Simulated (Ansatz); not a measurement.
EuS:

```
Eu S
1.0
     0.00000    2.97850    2.97850
     2.97850    0.00000    2.97850
     2.97850    2.97850    0.00000
Eu S
1 1
Cartesian
  0.0000 0.0000 0.0000
  2.9785 2.9785 2.9785
```

Base run:

```yaml
Program: Ansatz 0.2.0
Functional: PBE
Potentials_or_basis: Ansatz PAW
Cutoff: "420 eV (not typed: the program's choice for these potentials)"
k_mesh: 8 × 8 × 8
Occupations: fermi-dirac, width 0.05 eV
Spin: collinear spin, ferromagnetic start
Starting_moments: "[7.0, 0.0] μB"
```

Its results: band gap on the k mesh none (metal or under the smearing width); pressure -2.5 GPa; net moment 6.98 μB per cell; site moments Eu +6.76; S -0.06 μB.

**Question.** The run is repeated on the same cell with these changes: functional from PBE to LDA. What comes out?

**Answer.** Band gap on the k mesh none (metal or under the smearing width); pressure -7.4 GPa; net moment 6.96 μB per cell; site moments Eu +6.74; S -0.05 μB.

LDA binds more tightly than PBE, so the same cell stands under less pressure.

Caveats: spin-orbit coupling is left out, which moves the levels of the heavy elements; a cell with one magnetic atom can't hold antiferromagnetic order, which such compounds often take; without U or exact exchange the open f shell lies at the Fermi level, which spoils levels, moments and volumes; the PAW data sets come from PBE, with cores solved anew for the run's functional, which leaves a small shift of forces and pressure (some runs).
